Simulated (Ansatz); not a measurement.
# MoS2 (P-3m1) in Ansatz: notebook, part 2 of 2

Ansatz 0.2.0. The steps go on from the part before.

### Step 3. Single point, PBE

input.yaml reads:

```yaml
crystal:
  lattice:
    - [3.2274645616, 0.0, 0.0]
    - [-1.6137322808, 2.7950663001, 0.0]
    - [0.0, 0.0, 6.31247342]
  atoms:
    - { symbol: Mo, position: [0.0, 0.0, 0.5] }
    - { symbol: S, position: [0.6666666667, 0.3333333333, 0.74468068] }
    - { symbol: S, position: [0.3333333333, 0.6666666667, 0.25531932] }
hamiltonian:
  xc: pbe
  pseudopotentials: { kind: paw }
kpoints:
  mp_grid: { grid: [9, 9, 4] }
scf:
  occupations: { method: gaussian, width: 0.016 }
output:
  forces: true
  stress: true
  eigenvalues: true
```

Potentials or basis: Ansatz PAW.

The run is started by

```console
$ ansatz run input.yaml --threads 2 --pin off --max-ram 5632MiB --backend cpu --events-out ev --progress --plain --runs-dir out
```

The log of the run:

```text
Warning: RAYON_NUM_THREADS=2 ignored (pool sized by the plan → 2); use --threads N
Engine: ansatz 0.2.0, x86_64-unknown-linux-gnu
Pseudopotentials: kind: paw
Pseudopotential: Mo, paw, valence charge 14, recommended cutoff 420 eV (normal), Mo.paw.azcp
Pseudopotential: S, paw, valence charge 6, recommended cutoff 420 eV (normal), S.paw.azcp
Functional definition: PBE
  parameter kappa = 0.804
  parameter beta = 0.06672455060314922
  exchange = pbe_x(kappa = kappa, mu = beta*pi^2/3)
  correlation = pbe_c(beta = beta)
Crystal: 3 atoms, lattice volume = 56.945 Å³
Basis set: ecut = 420 eV, 1137 PW (Γ), exchange–correlation on 48×48×90 points (8 copies of the dense FFT grid, shifted against one another)
Bands: 17, of which v1, the nominal top of the filled ones, is band 13 counted from 1 (12 counted from 0)
Symmetry: 12 space group operations
Space group: P-3m1 (ITA 164), of the structure as read, at distance tolerance 3.8e-5 Å
k-points: 43 of 324
Non-local potential: Mo, projectors of the file, l = 0: 3, l = 1: 2, l = 2: 2, l = 3: 1
Non-local potential: S, projectors of the file, l = 0: 2, l = 1: 2, l = 2: 2
PAW form: soft (Blöchl's): semilocal exchange-correlation on the pseudo side does not see the compensation charge
PAW one-centre angular grid: Mo, 590 points (default); XC on 64 Gauss nodes
PAW one-centre angular grid: S, 110 points (default); XC on 64 Gauss nodes
Initial density: superposition of atomic densities (neutral atoms: chi_scale 0, normalization atom), corrected by the library's trained network
Initial wavefunctions: pseudopotential atomic-orbital guess
Functional: x = pbe(κ = 0.804, μ = 0.2195149727645171), c = pbe(β = 0.06672455060314922)
SCF iter   1: F=—  HF=-6761.973620 eV  |F-HF|=—  |Δ(HF+E_count)|=         —  Δρ=5.89e-3  dr2=1.62e-2  ethr=1.77e-3  ⟨swp⟩=6.1  Hψ=4070  notcnv=0
preconditioner: auto → LDOS  [metal: Δε(μ)=0.012 eV  Ē_g=7.829 eV  σ=0.016 eV  W_gap=0.41  n_scr=10 (ndim 8)  ℏωp=20.9 eV  f_vac=0.025  D(μ)=3.70/eV (n_scr^D=36)  β→1.0]
SCF iter   2: F=—  HF=-6761.972361 eV  |F-HF|=—  |Δ(HF+E_count)|=   1.26e-3  Δρ=2.75e-3  dr2=2.81e-3  ethr=6.25e-5  ⟨swp⟩=2.0  Hψ=1676  notcnv=0  defer=3
SCF iter   3: F=—  HF=-6761.971431 eV  |F-HF|=—  |Δ(HF+E_count)|=   9.31e-4  Δρ=4.20e-4  dr2=2.15e-4  ethr=1.08e-5  ⟨swp⟩=2.0  Hψ=1356  notcnv=0  defer=3
SCF iter   4: F=—  HF=-6761.971420 eV  |F-HF|=—  |Δ(HF+E_count)|=   1.05e-5  Δρ=1.77e-4  dr2=3.02e-5  ethr=8.28e-7  ⟨swp⟩=2.0  Hψ=950  notcnv=0  defer=3
SCF iter   5: F=—  HF=-6761.971324 eV  |F-HF|=—  |Δ(HF+E_count)|=   9.64e-5  Δρ=5.57e-5  dr2=3.85e-6  ethr=1.16e-7  ⟨swp⟩=2.0  Hψ=1106  notcnv=0  defer=3
SCF iter   6: F=-6761.971323 eV  HF=-6761.971323 eV  |F-HF|=1.62e-8  |Δ(HF+E_count)|=   4.46e-7  Δρ=1.23e-5  dr2=8.47e-8  ethr=3.85e-10  ⟨swp⟩=4.5  Hψ=3158  notcnv=0
SCF 1 converged in 6 iterations: F = -6761.971323 eV  dr2 = 8.47e-8
SCF converged after 6 iterations
Free energy (F): -6761.971323 eV
Harris-Foulkes:  -6761.971323 eV  (|F-HF|=1.62e-8)
Internal energy: -6761.970873 eV  (E = F + TS)
E sigma→0 (E₀):  -6761.971098 eV
Entropy (-TS):   -0.000450 eV (-0.150 meV/atom)
Fermi energy:    10.101097 eV
--- Per-component energies (eV) ---
  E_band       = -179.823752
  E_kinetic    = 654.511983
  E_local      = -2090.332451  (includes V_loc(G=0)·N_el)
  E_nonlocal   = 199.449224
  E_hartree    = 806.860722
  E_xc         = -377.634593
  E_vxc        = -403.825795  (∫ρ·V_xc dr)
  E_paw        = -4401.544403  (= ΣΔE_a)
  E_vpaw       = -153.357720  (= ΣTr[D̂ρ^β])
  E_aug_tail   = 0.000047  (compensation charges beyond the density's cutoff)
  E_ewald      = -1553.281402
  E_smearing   = -0.000450  (= −TS)
  E_closure    = -0.000000  (closes the sum)
  Σ components = -6761.971323   (vs F -6761.971323, Δ=0.00e0)
--- Forces (eV/Å), atoms counted from 1 ---
  atom   1  Mo     0.00000000     0.00000000     0.00000000
  atom   2  S      0.00000000     0.00000000     0.29830366
  atom   3  S      0.00000000    -0.00000000    -0.29830366
  max |Σ_I F_I| component: 3.47e-18 eV/Å
--- Stress (GPa, compression-positive) ---
        0.042487       0.000000       0.000000
        0.000000       0.042487      -0.000000
        0.000000      -0.000000       3.076643
  P = ⅓ Tr σ = 1.0539 GPa (10.539 kbar)
--- Band table (eV; the first three rows and the last of 43) ---
  k-point 0: bands = ["-51.6719", "-25.7008", "-25.6699", "-25.6699", "-4.7212", "-3.2784", "3.4616", "6.0844", "6.0844", "8.2797", "9.0627", "9.1655", "9.1655", "9.7896", "9.7896", "13.3023", "13.3023"]
  k-point 1: bands = ["-51.6719", "-25.7008", "-25.6699", "-25.6699", "-4.6405", "-3.4150", "3.7961", "6.0890", "6.0890", "7.3018", "9.1625", "9.1625", "9.7214", "9.7557", "9.7557", "13.3799", "13.3799"]
  k-point 2: bands = ["-51.6719", "-25.7009", "-25.6699", "-25.6699", "-4.5404", "-3.5688", "4.2408", "6.0936", "6.0936", "6.5432", "9.1594", "9.1594", "9.7226", "9.7226", "10.0455", "13.4582", "13.4582"]
  k-point 42: bands = ["-51.6366", "-25.8950", "-25.8950", "-25.6273", "-2.6462", "-2.6462", "4.5708", "4.5708", "4.9252", "6.3089", "6.3089", "6.3447", "10.4847", "10.4847", "10.7491", "13.7210", "13.7210"]
```

It took 6.4 s on 2 threads of Intel Xeon at 2.50GHz (Skylake/Cascade Lake), shared host; peak memory 0.37 GiB.

Results:

```
Free energy            : -6761.9713 eV
Pressure               : 1.1 GPa
Largest force          : 0.298 eV/Å
Band gap on the k mesh : none (metal or under the smearing width)
```

Forces on the atoms (eV/Å):
```
Mo   0.000  0.000  0.000
S    0.000  0.000  0.298
S    0.000  0.000 -0.298
```

Levels at points of the mesh, in eV from the Fermi level:
```tsv
k point	band 10	band 11	band 12	band 13	band 14	band 15	band 16	band 17
(0.00, 0.00, 0.00)	-1.82	-1.04	-0.94	-0.94	-0.31	-0.31	3.20	3.20
(0.00, 0.00, -0.50)	-3.56	-0.94	-0.94	-0.38	-0.38	-0.06	3.36	3.36
```

Caveat: this functional lacks dispersion, which binds the layers, so the pressure and a relaxed spacing across them are unreliable.

### Step 4. Single point, PBE

Changes to input.yaml since step 3:

```diff
@@ -15,3 +15,3 @@
 scf:
-  occupations: { method: gaussian, width: 0.016 }
+  occupations: { method: gaussian, width: 0.017 }
 output:
```

The run is started by

```console
$ ansatz run input.yaml --threads 2 --pin off --max-ram 5632MiB --backend cpu --events-out ev --progress --plain --runs-dir out
```

Run time: 6.3 s. Hardware: 2 threads of Intel Xeon at 2.50GHz (Skylake/Cascade Lake), shared host; peak memory 0.37 GiB.

It converged, with:

```
Free energy            : -6761.9714 eV
Pressure               : 1.1 GPa
Largest force          : 0.298 eV/Å
Band gap on the k mesh : none (metal or under the smearing width)
```

Forces on the atoms (eV/Å):
```
Mo   0.000  0.000  0.000
S    0.000  0.000  0.298
S    0.000  0.000 -0.298
```

Stress tensor (GPa, compression positive):
```
0.04 0.00 0.00
0.00 0.04 0.00
0.00 0.00 3.08
```

Levels at points of the mesh, in eV from the Fermi level:
```csv
k point,band 11,band 12,band 13,band 14,band 15,band 16
"(0.00, 0.00, 0.00)",-1.04,-0.94,-0.94,-0.31,-0.31,3.20
"(0.00, 0.00, -0.50)",-0.94,-0.94,-0.38,-0.38,-0.06,3.36
```

Caveat: this functional lacks dispersion, which binds the layers, so the pressure and a relaxed spacing across them are unreliable.

### Step 5. Single point, PBE

Changes to input.yaml since step 4:

```diff
@@ -15,3 +15,3 @@
 scf:
-  occupations: { method: gaussian, width: 0.017 }
+  occupations: { method: gaussian, width: 0.018 }
 output:
```

The run is started by

```console
$ ansatz run input.yaml --threads 2 --pin off --max-ram 5632MiB --backend cpu --events-out ev --progress --plain --runs-dir out
```

It took 5.1 s on 2 threads of Intel Xeon at 2.50GHz (Skylake/Cascade Lake), shared host; peak memory 0.37 GiB.

The run converged. Its results:

```
Free energy            : -6761.9714 eV
Pressure               : 1.1 GPa
Largest force          : 0.298 eV/Å
Band gap on the k mesh : none (metal or under the smearing width)
```

Forces in eV/Å, atoms in the order of the input:
```
Mo   0.000  0.000  0.000
S    0.000  0.000  0.298
S    0.000  0.000 -0.298
```

Stress tensor (GPa, compression positive):
```
0.04 0.00 0.00
0.00 0.04 0.00
0.00 0.00 3.08
```

Levels at points of the mesh, in eV from the Fermi level:
```
            k point  band 9  band 10  band 11  band 12  band 13  band 14  band 15  band 16  band 17
 (0.00, 0.00, 0.00)   -4.02    -1.82    -1.04    -0.94    -0.94    -0.31    -0.31     3.20     3.20
(0.00, 0.00, -0.50)   -4.01    -3.56    -0.94    -0.94    -0.38    -0.38    -0.06     3.36     3.36
```

Caveat: this functional lacks dispersion, which binds the layers, so the pressure and a relaxed spacing across them are unreliable.

### Step 6. Overview

| task | level | cell | smearing | gap on the mesh (eV) | pressure (GPa) | largest force (eV/Å) |
| --- | --- | --- | --- | --- | --- | --- |
| relaxation of cell and atoms | PBEsol+D4 | relaxed | fermi-dirac 0.05 eV | - | 0.0 | - |
| single point | PBE | as given | gaussian 0.016 eV | none | 1.1 | 0.30 |
| single point | PBE | as given | gaussian 0.017 eV | none | 1.1 | 0.30 |
| single point | PBE | as given | gaussian 0.018 eV | none | 1.1 | 0.30 |

Alike in all rows: potentials or basis Ansatz PAW; no spin polarisation; k mesh 9 × 9 × 4; cutoff (eV) 420.

Every run on the cell as given and a fine mesh finds a metal.

Caveats: this functional lacks dispersion, which binds the layers, so the pressure and a relaxed spacing across them are unreliable (some runs); the plane-wave basis is chosen anew once the cell has moved, so the energies of steps on either side of that aren't comparable (some runs); the PAW data sets come from PBE, with cores solved anew for the run's functional, which leaves a small shift of forces and pressure (some runs).

Total energies depend on the potentials used, so only differences within one code and one set of settings carry meaning.
